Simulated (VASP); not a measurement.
Crystal: MoSe2.

```
Mo Se
1.0
     3.24874    0.00000    0.00000
    -1.62437    2.81349    0.00000
     0.00000    0.00000   14.41376
Mo Se
2 4
Direct
  0.33333 0.66667 0.25000
  0.66667 0.33333 0.75000
  0.33333 0.66667 0.63658
  0.66667 0.33333 0.13658
  0.33333 0.66667 0.86342
  0.66667 0.33333 0.36342
```

The cell isn't the ideal one: a relaxed cell with its volume scaled by 0.94.

* Program: VASP 6.6.1
* Task: relaxation of shape and atoms at fixed volume
* Functional: PBE
* Potentials or basis: VASP PAW PBE potentials, release 64 (Mo, Se)
* Cutoff: 300 eV
* k mesh: 5 × 5 × 1
* Occupations: gaussian, width 0.03 eV
* Spin: no spin polarisation

At the start: pressure 7.8 GPa; volume 21.96 Å³/atom.

Task: Where does the relaxation end?

Result: Over 7 steps the energy falls by 30.3 meV/atom; space group P6_3/mmc (No. 194, to 0.05 Å).

The path:
```csv
step,energy change (eV),largest force (eV/Å),pressure (GPa)
1,0.0000,1.0559,7.81
2,-0.1030,0.0431,3.44
3,-0.1032,0.0804,3.60
4,-0.1533,0.0717,2.44
5,-0.1811,0.0608,0.83
6,-0.1814,0.0349,0.41
7,-0.1815,0.0014,0.56
```

Final structure:
```xyz
6
Lattice="3.3096 0.0000 0.0000 -1.6548 2.8662 0.0000 0.0000 0.0000 13.8881" Properties=species:S:1:pos:R:3 pbc="T T T"
Mo    0.0000    1.9108    3.4720
Mo    1.6548    0.9554   10.4161
Se    0.0000    1.9108    8.7460
Se    1.6548    0.9554    1.8019
Se    0.0000    1.9108   12.0862
Se    1.6548    0.9554    5.1421
```

Caveat: the k mesh is coarse (spacing up to 0.45 Å⁻¹), so the values aren't converged; this functional lacks dispersion, which binds the layers, so the pressure and a relaxed spacing across them are unreliable.
